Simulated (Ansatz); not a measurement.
# SrTiO3 (Pm-3m): the equilibrium volume

Aim: the volume at which the pressure of SrTiO3 (Pm-3m) vanishes.

Computed with Ansatz 0.2.0 (DFT PBE, scalar-relativistic, plane waves, PAW, unless a step's input says otherwise).

3 further runs of the same task are left out: 3 set aside as unsound or not needed.

## (1) Starting point

The structure is cubic, space group Pm-3m (No. 221). The conventional cell has a = 3.913 Å, b = 3.913 Å, c = 3.913 Å, α = 90.00°, β = 90.00°, γ = 90.00°. Sr (site symmetry m-3m) has 12 O at 2.77 Å as nearest neighbours. Ti (site symmetry m-3m) has 6 O at 1.96 Å as nearest neighbours. O (site symmetry 4/mmm) is surrounded by 2 Ti at 1.96 Å and 4 Sr at 2.77 Å.

Coordinates:

```cif
data_structure
_symmetry_space_group_name_H-M 'P 1'
_symmetry_Int_Tables_number 1
_cell_length_a 3.9127
_cell_length_b 3.9127
_cell_length_c 3.9127
_cell_angle_alpha 90.000
_cell_angle_beta 90.000
_cell_angle_gamma 90.000
_cell_volume 59.90
loop_
_atom_site_label
_atom_site_type_symbol
_atom_site_fract_x
_atom_site_fract_y
_atom_site_fract_z
_atom_site_occupancy
Sr1 Sr 0.00000 0.00000 0.00000 1
Ti1 Ti 0.50000 0.50000 0.50000 1
O1 O 0.50000 0.00000 0.50000 1
O2 O 0.50000 0.50000 0.00000 1
O3 O 0.00000 0.50000 0.50000 1
```

## (2) The first run (PBE, 6×6×6 mesh)

Contents of input.yaml:

```yaml
crystal:
  lattice:
    - [3.91270131, 0.0, 0.0]
    - [0.0, 3.91270131, 0.0]
    - [0.0, 0.0, 3.91270131]
  atoms:
    - { symbol: Sr, position: [0.0, 0.0, 0.0] }
    - { symbol: Ti, position: [0.5, 0.5, 0.5] }
    - { symbol: O, position: [0.5, 0.0, 0.5] }
    - { symbol: O, position: [0.5, 0.5, 0.0] }
    - { symbol: O, position: [0.0, 0.5, 0.5] }
basis:
  ecutwfc: 420
kpoints:
  mp_grid: { grid: [6, 6, 6] }
hamiltonian:
  xc: pbe
scf:
  occupations: { method: gaussian, width: 0.1 }
output:
  forces: true
  stress: true
  eigenvalues: true
```

On the command line:

```
> ansatz run input.yaml --threads 8 --pin off --max-ram 16384MiB --backend cpu --events-out ev --progress --plain --runs-dir out
```

The log of the run, cut to the lines that bear on the results:

```text
Warning: RAYON_NUM_THREADS=8 ignored (pool sized by the plan → 8); use --threads N
[...]
Pseudopotentials: kind: paw
Pseudopotential: Sr, paw, valence charge 10, recommended cutoff 420 eV (normal), Sr.paw.azcp
Pseudopotential: Ti, paw, valence charge 12, recommended cutoff 420 eV (normal), Ti.paw.azcp
Pseudopotential: O, paw, valence charge 6, recommended cutoff 420 eV (normal), O.paw.azcp
Functional definition: PBE
[...]
Crystal: 5 atoms, lattice volume = 59.900 Å³
Basis set: ecut = 420 eV, 1189 PW (Γ), exchange–correlation on 54×54×54 points (8 copies of the dense FFT grid, shifted against one another)
Bands: 25, of which v1, the nominal top of the filled ones, is band 20 counted from 1 (19 counted from 0)
Symmetry: 48 space group operations
Space group: Pm-3m (ITA 221), of the structure as read, at distance tolerance 3.9e-5 Å
k-points: 20 of 216
[...]
SCF iter   1: F=—  HF=-7754.473930 eV  |F-HF|=—  |Δ(HF+E_count)|=         —  Δρ=1.96e-3  dr2=1.30e-3  ethr=1.77e-3  ⟨swp⟩=6.7  Hψ=2558  notcnv=0
[...]
SCF iter   6: F=-7754.475754 eV  HF=-7754.475754 eV  |F-HF|=2.86e-8  |Δ(HF+E_count)|=   6.43e-8  Δρ=5.10e-6  dr2=3.72e-8  ethr=2.50e-10  ⟨swp⟩=9.2  Hψ=2463  notcnv=0
[...]
SCF converged after 6 iterations
Free energy (F): -7754.475754 eV
[...]
E sigma→0 (E₀):  -7754.475754 eV
Fermi energy:    10.848998 eV
[...]
--- Forces (eV/Å), atoms counted from 1 ---
  atom   1  Sr    -0.00000000     0.00000000    -0.00000000
  atom   2  Ti     0.00000000    -0.00000000     0.00000000
  atom   3  O      0.00000000    -0.00000000    -0.00000000
  atom   4  O      0.00000000     0.00000000    -0.00000000
  atom   5  O      0.00000000     0.00000000    -0.00000000
[...]
--- Stress (GPa, compression-positive) ---
        3.221024       0.000000       0.000000
       -0.000000       3.221024       0.000000
        0.000000       0.000000       3.221024
  P = ⅓ Tr σ = 3.2210 GPa (32.210 kbar)
--- Band table (eV; the first three rows and the last of 20) ---
  k-point 0: bands = ["-46.5071", "-22.8204", "-22.7651", "-22.7651", "-22.7651", "-7.4850", "-6.5071", "-6.5071", "-4.8142", "-4.8142", "-4.8142", "7.1041", "7.1041", "7.1041", "8.7486", "8.7486", "8.7486", "9.5627", "9.5627", "9.5627", "11.7862", "11.7862", "11.7862", "14.2157", "14.2157"]
[...]
```

Wall time 0.32 s (8 threads of Intel Xeon 6975P-C (Granite Rapids), shared host); peak memory 0.44 GiB.

In short: volume 11.980 Å³/atom, pressure 3.22 GPa, gap on the mesh 1.87 eV.

[end of part 1 of 2]
